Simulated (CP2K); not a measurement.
Crystal: As.

```xyz
2
Lattice="4.5664 0.0000 0.0000 -2.2832 3.9546 0.0000 0.0000 0.0000 2.8337" Properties=species:S:1:pos:R:3 pbc="T T T"
As    0.0000    2.6364    0.0000
As    2.2832    1.3182    0.0000
```

The cell was built by a generator and needn't be a form met in nature.

Base run:

```yaml
Program: CP2K 2026.2
Functional: RPBE
Potentials_or_basis: POTENTIAL_UZH As GTH-PBE-q5; TZVP-MOLOPT-PBE-GTH basis
Density_cutoff: 9184 eV
k_mesh: 7 × 7 × 9
Occupations: fermi-dirac, width 0.05 eV
Spin: no spin polarisation
```

Its results: band gap on the k mesh none (metal or under the smearing width); pressure 0.9 GPa.

Problem. After a change of settings the same cell gave: band gap on the k mesh none (metal or under the smearing width); pressure -1.3 GPa. Which change was it?
A. functional from RPBE to MS2
B. functional from RPBE to PBEsol
C. functional from RPBE to rev-vdW-DF2
D. functional from RPBE to PBE

Solution. B.

PBEsol binds more tightly than RPBE, so the same cell stands under less pressure.

Caveats: the potentials were made for another functional, which shifts forces and pressure; the basis of atomic orbitals isn't converged, which shifts pressures, moduli and gaps.
